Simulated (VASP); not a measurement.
Here is a VASP 6.6.1 calculation.

INCAR

```
SYSTEM = Ga2O3
  PREC = Accurate
  ENCUT = 600
  EDIFF = 1E-6
  ISMEAR = 0
  SIGMA = 0.03
  LREAL = .False.
  LASPH = .True.
  NELM = 80
  ALGO = Normal
  ISIF = 3
  LWAVE = .False.
  LCHARG = .False.
  GGA = PE
  IBRION = 2
  NSW = 90
  EDIFFG = -0.01
  KPAR = 4
```

The input KPOINTS:

```
regular mesh
0
Gamma
  10 10 6
  0 0 0
```

POSCAR

```
Ga2O3
1.0
    6.1070000000     -1.5185500000      0.0000000000
    6.1070000000      1.5185500000      0.0000000000
   -1.3859889000      0.0000000000      5.6300087400
Ga O
4 6
Direct
    0.0905000000      0.0905000000      0.7946000000
    0.9095000000      0.9095000000      0.2054000000
    0.6586600000      0.6586600000      0.3140200000
    0.3413400000      0.3413400000      0.6859800000
    0.1645000000      0.1645000000      0.1098000000
    0.8355000000      0.8355000000      0.8902000000
    0.1733000000      0.1733000000      0.5632000000
    0.8267000000      0.8267000000      0.4368000000
    0.4959000000      0.4959000000      0.2566000000
    0.5041000000      0.5041000000      0.7434000000
```

Potentials or basis: VASP PAW PBE potentials, release 64 (Ga_d, O).

Launch:

```sh
$ cat potpaw_PBE.64/Ga_d/POTCAR potpaw_PBE.64/O/POTCAR > POTCAR
$ mpirun -np 4 vasp_std > vasp.out
```

(1) What does it give for the relaxed volume?

(2) What does it give for the band gap on the k mesh?

Answers

(1) 10.99 Å³/atom.

(2) 1.97 eV, indirect (least direct gap 2.00 eV).
